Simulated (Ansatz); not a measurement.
All numbers below come from DFT, RPBE, plane waves (420 eV) with PAW, scalar-relativistic in Ansatz 0.2.0. The PAW files were generated under PBE, with cores re-solved for the functional.

An element in the fcc structure gives this curve. The cell is scaled uniformly from the relaxed one, with fractional coordinates and shape fixed. Energies are extrapolated to zero smearing, pressures are those at the given smearing. Magnetic state: spin not included.

| V (Å³/atom) | E − E₀ (meV/atom) | P (GPa) |
| --- | --- | --- |
| 6.585 | 57.3 | 22.98 |
| 6.884 | 23.1 | 13.71 |
| 7.183 | 5.0 | 6.01 |
| 7.483 | 0.1 | -0.26 |
| 7.782 | 5.7 | -5.38 |
| 8.081 | 20.0 | -9.64 |
| 8.381 | 41.6 | -13.17 |

Question: Which element is it?
A. manganese
B. beryllium
C. cobalt
D. carbon

Answer: D. Its fit is V₀ = 7.46 Å³/atom, B₀ = 144 GPa, B₀′ = 4.1.
